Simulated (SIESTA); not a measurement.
Here is a SIESTA 5.4.2 calculation.

The input ZnS.fdf:

```
SystemName                      ZnS
SystemLabel                     ZnS
NumberOfSpecies                 2
NumberOfAtoms                   2
%block ChemicalSpeciesLabel
  1  30 Zn
  2  16 S
%endblock ChemicalSpeciesLabel

LatticeConstant                 1.0 Ang
%block LatticeVectors
     0.0000000000     2.7020000000     2.7020000000
     2.7020000000     0.0000000000     2.7020000000
     2.7020000000     2.7020000000     0.0000000000
%endblock LatticeVectors
AtomicCoordinatesFormat         Fractional
%block AtomicCoordinatesAndAtomicSpecies
     0.7500000000     0.7500000000     0.7500000000  1  Zn
     0.0000000000     0.0000000000     0.0000000000  2  S
%endblock AtomicCoordinatesAndAtomicSpecies

%block kgrid.MonkhorstPack
    9   0   0  0.0
    0   9   0  0.0
    0   0   9  0.0
%endblock kgrid.MonkhorstPack
XC.Functional                   GGA
XC.Authors                      PBE
PAO.BasisSize                   DZP
PAO.EnergyShift                 0.003 Ry
Mesh.Cutoff                     800 Ry
OccupationFunction              FD
ElectronicTemperature           0.05 eV
MaxSCFIterations                120
SCF.MustConverge                false
SCF.Mixer.Method                Pulay
SCF.Mixer.Weight                0.25
SCF.Mixer.History               8
SCF.DM.Tolerance                5.0e-05
SCF.H.Tolerance                 1.0e-03 eV
WriteForces                     true
Charge.Mulliken                 end
Charge.Hirshfeld                end
Charge.Voronoi                  end
SaveRho                         true
SaveElectrostaticPotential      true
BandLinesScale                  ReciprocalLatticeVectors
%block BandLines
    1    0.000000   0.000000   0.000000  \Gamma
   12    0.500000   0.000000   0.500000  X
    6    0.500000   0.250000   0.750000  W
    4    0.375000   0.375000   0.750000  K
   13    0.000000   0.000000   0.000000  \Gamma
   11    0.500000   0.500000   0.500000  L
    8    0.625000   0.250000   0.625000  U
    4    0.500000   0.250000   0.750000  W
    9    0.500000   0.500000   0.500000  L
    8    0.375000   0.375000   0.750000  K
    1    0.625000   0.250000   0.625000  U
    4    0.500000   0.000000   0.500000  X
%endblock BandLines
%block PAO.Basis
  Zn 5
  n=3 0 2
    2.281 0.000
  n=4 0 2
    6.762 0.000
  n=3 1 2
    2.562 0.000
  n=4 1 1
    6.762
  n=3 2 2
    4.164 0.000
%endblock PAO.Basis
```

Potentials or basis: SG15 1.2 (PBE files) or PseudoDojo by element, DZP (energy shift 0.003 Ry; two zetas on semicore shells).

Launch:

```bash
$ siesta < ZnS.fdf > ZnS.out 2>&1
```

Problem. What does it give for the pressure?

Solution. 2.9 GPa.

Problem. Predict the Voronoi charges.

Solution. Zn +0.54; S -0.54 e.

Levels at the corners of the path, in eV from the valence-band top:
| point | band 10 | band 11 | band 12 | band 13 | band 14 | band 15 | band 16 | band 17 |
| --- | --- | --- | --- | --- | --- | --- | --- | --- |
| Γ | -6.37 | 0.00 | 0.00 | 0.00 | 2.46 | 6.77 | 6.77 | 6.77 |
| X | -6.12 | -4.70 | -2.13 | -2.13 | 3.75 | 4.41 | 11.21 | 13.58 |
| W | -5.95 | -4.64 | -2.73 | -2.64 | 5.95 | 6.56 | 8.94 | 9.36 |
| K | -6.00 | -4.68 | -3.07 | -1.74 | 4.52 | 6.41 | 10.01 | 10.75 |
| Γ | -6.37 | 0.00 | 0.00 | 0.00 | 2.46 | 6.77 | 6.77 | 6.77 |
| L | -6.15 | -5.28 | -0.85 | -0.85 | 3.67 | 7.36 | 7.36 | 9.40 |
| U | -6.00 | -4.68 | -3.07 | -1.74 | 4.52 | 6.41 | 10.01 | 10.75 |
| W | -5.95 | -4.64 | -2.73 | -2.64 | 5.95 | 6.56 | 8.94 | 9.36 |
| L | -6.15 | -5.28 | -0.85 | -0.85 | 3.67 | 7.36 | 7.36 | 9.40 |
| K | -6.00 | -4.68 | -3.07 | -1.74 | 4.52 | 6.41 | 10.01 | 10.75 |
| U | -6.00 | -4.68 | -3.07 | -1.74 | 4.52 | 6.41 | 10.01 | 10.75 |
| X | -6.12 | -4.70 | -2.13 | -2.13 | 3.75 | 4.41 | 11.21 | 13.58 |

Caveat: the basis of atomic orbitals isn't converged, which shifts pressures, moduli and gaps.

**Experimental background.**

“Electronic, vibrational, and thermodynamic properties of ZnS (zincblende and rocksalt structure)”, 2009, arxiv:0911.5022 quotes, for a bulk crystal of ZnS at 19 K: band gap 3.85 eV (direct).

A measured gap of ZnS is 3.85 eV (direct; 19 K; quoted in “Electronic, vibrational, and thermodynamic properties of ZnS (zincblende and rocksalt structure)”, 2009, arxiv:0911.5022); the calculated 2.46 eV misses it by -1.39 eV. The value is that of PBE in an atomic basis (SG15 1.2 (PBE files) or PseudoDojo by element, DZP (energy shift 0.003 Ry; two zetas on semicore shells)), whose error adds to the functional's,, without temperature or zero-point motion. Semilocal functionals fall short of measured gaps as a rule.
